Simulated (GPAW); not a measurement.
**Hf: equation of state with OLYP**

Crystal: Hf.

```
Hf
1.0
    -1.80500    1.80500    1.80500
     1.80500   -1.80500    1.80500
     1.80500    1.80500   -1.80500
Hf
1
Direct
  0.00000 0.00000 0.00000
```

This isn't the form of Hf at room conditions, which is hcp.

```json
{
 "Program": "GPAW 26.7.0",
 "Task": "equation of state",
 "Functional": "OLYP",
 "Potentials or basis": "PAW data sets generated in the run's folder for this functional",
 "Cutoff": "600 eV",
 "Basis": "pw",
 "k mesh": "10 × 10 × 10",
 "Occupations": "fermi-dirac, width 0.05 eV",
 "Spin": "no spin polarisation"
}
```

| Quantity | Value |
| --- | --- |
| Equilibrium volume | 22.42 Å³/atom |
| Bulk modulus | 100 GPa |
| Pressure derivative of the bulk modulus | 3.4 |

Energy against volume, from the lowest point:
| volume (Å³/atom) | energy (meV/atom) |
| --- | --- |
| 22.112 | 1.05 |
| 22.582 | 0.00 |
| 23.052 | 4.94 |
| 23.523 | 15.33 |
| 23.993 | 30.64 |
| 24.464 | 50.46 |
| 24.934 | 74.46 |

It took 30 s on 1 thread of AMD EPYC 9R45 96-Core Processor (Zen 5), with other jobs on the host, peak memory 0.21 GiB.

The run has no spin-orbit coupling, so splittings on Hf are missing.
